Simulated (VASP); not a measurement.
Input of a VASP 6.6.1 run:

INCAR

```
PREC = Accurate
ENCUT = 700
EDIFF = 1E-6
ISMEAR = 0
SIGMA = 0.02
LREAL = False
LASPH = True
NELM = 60
ALGO = Normal
ISIF = 2
LWAVE = False
LCHARG = True
GGA = PS
LELF = True
LVHAR = True
NBANDS = 17
```

The input KPOINTS:

```
Automatic mesh
0
Gamma
  8 8 8
```

Contents of POSCAR:

```
Na2S
1.0
    0.0000000000      3.2516400000      3.2516400000
    3.2516400000      0.0000000000      3.2516400000
    3.2516400000      3.2516400000      0.0000000000
Na S
2 1
Direct
    0.2500000000      0.2500000000      0.2500000000
    0.7500000000      0.7500000000      0.7500000000
    0.0000000000      0.0000000000      1.0000000000
```

Potentials or basis: VASP PAW PBE potentials, release 64 (Na_pv, S).

Command:

```console
$ cat potpaw_PBE.64/Na_pv/POTCAR potpaw_PBE.64/S/POTCAR > POTCAR
$ mpirun -np 1 vasp_std > vasp.out
```

(1) Predict the pressure.

(2) What does it give for the band gap on the k mesh?

## Answers

(1) 0.0 GPa.

(2) 2.42 eV, direct.

Caveat: the PAW data sets were made with another functional, which shifts forces and pressure a little.
